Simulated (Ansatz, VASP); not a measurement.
# One calculation of C, two programs

```
CELL_PARAMETERS angstrom
3.56680 0.00000 0.00000
0.00000 -3.56680 0.00000
0.00000 0.00000 -3.56680
ATOMIC_POSITIONS crystal
C 0.50000 0.00000 0.00000
C 0.00000 0.50000 0.00000
C 0.00000 0.00000 0.50000
C 0.50000 0.50000 0.50000
C 0.75000 0.75000 0.75000
C 0.25000 0.25000 0.75000
C 0.25000 0.75000 0.25000
C 0.75000 0.25000 0.25000
```

Alike in both runs: task single point; functional r2SCAN; k mesh 6 × 6 × 6; occupations gaussian, width 0.05 eV; no spin polarisation.

```csv
,VASP,Ansatz
version,VASP 6.6.1,Ansatz 0.2.0
potentials or method,"VASP PAW PBE potentials, release 64 (C)","scalar-relativistic, plane waves, PAW"
plane-wave cutoff (eV),520,500
valence electrons in the cell,32,32
```

```csv
,VASP,Ansatz,Ansatz less VASP
gap on the k mesh at the Fermi level (eV),4.34,4.37,+0.030
least direct gap on the mesh (eV),5.00,5.02,+0.023
pressure (GPa),-1.3,-2.4,-1.11
```

With one functional, cell and mesh, what is left measures potentials, basis and numerics.

Caveats: the PAW data sets were made with another functional, which shifts forces and pressure a little (VASP).
